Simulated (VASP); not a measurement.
Crystal: MgS (Niningerite).

```xyz
2
Lattice="0.0000 2.6016 2.6016 2.6016 0.0000 2.6016 2.6016 2.6016 0.0000" Properties=species:S:1:pos:R:3 pbc="T T T"
S     2.6016    2.6016    2.6016
Mg    0.0000    0.0000    0.0000
```

Base run:

```yaml
Program: VASP 6.6.1
Functional: PBEsol
Potentials_or_basis: VASP PAW PBE potentials, release 64 (S, Mg)
Cutoff: 520 eV
k_mesh: 10 × 10 × 10
Occupations: gaussian, width 0.02 eV
Spin: no spin polarisation
```

Its results: band gap on the k mesh 2.70 eV, indirect (least direct gap 3.59 eV); pressure -1.1 GPa.

**Question.** The run is repeated on the same cell with these changes: functional from PBEsol to LDA; potentials or basis from VASP PAW PBE potentials, release 64 (S, Mg) to VASP PAW LDA potentials, release 64 (S, Mg). What comes out?

**Answer.** Band gap on the k mesh 2.56 eV, indirect (least direct gap 3.49 eV); pressure -3.8 GPa.

Caveats: the PAW data sets were made with another functional, which shifts forces and pressure a little (some runs).
